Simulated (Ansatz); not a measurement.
From formation energies to a reaction energy: CdTe5

These are results of Ansatz 0.2.0, DFT PBE, scalar-relativistic, plane waves, PAW, not measurements. Settings: cutoff 420 eV, Γ-centred meshes spaced at most about 0.3 Å⁻¹, and about 0.25 Å⁻¹ or finer for metals (2π included), Gaussian smearing. No spin polarisation.

Formation energies are uncorrected and refer to the elements' standard structures at the same level.

These are static total energies at zero pressure. Spin–orbit coupling, which can matter for Te, is left out. The reference form of Te is held partly by dispersion forces, which this level lacks.

A trial structure of CdTe5 (reached from: random cell; relaxed: space group P6/mmm (No. 191), a = 8.084 Å, c = 4.095 Å) has a formation energy of 0.245 eV/atom. At its composition the lowest mixture among the elements and 1 reference phase computed alike (others may be missing) consists of these:

```json
{"phase": "Te (solid)", "source": "element", "ΔE_f (eV/atom)": "0.000"}
{"phase": "CdTe (F-43m)", "source": "COD", "ΔE_f (eV/atom)": "-0.464"}
```

Q: Write the balanced decomposition and find its energy per atom, per formula unit and per mole of formula units.

A: Balancing Cd and Te gives CdTe5 → 4 Te + CdTe. The left side holds 6 atoms, and the products take 4/6 (Te) and 2/6 (CdTe) of them. The mixture therefore lies at 4/6 × (0.000) + 2/6 × (-0.464) = -0.155 eV/atom. The reaction energy is -0.155 − (0.245) = -0.400 eV/atom. Times 6 atoms that is -2.400 eV per CdTe5, and times 96.485 it is -232 kJ per mole of CdTe5. Decomposition is downhill, so the trial structure is unstable against this mixture.
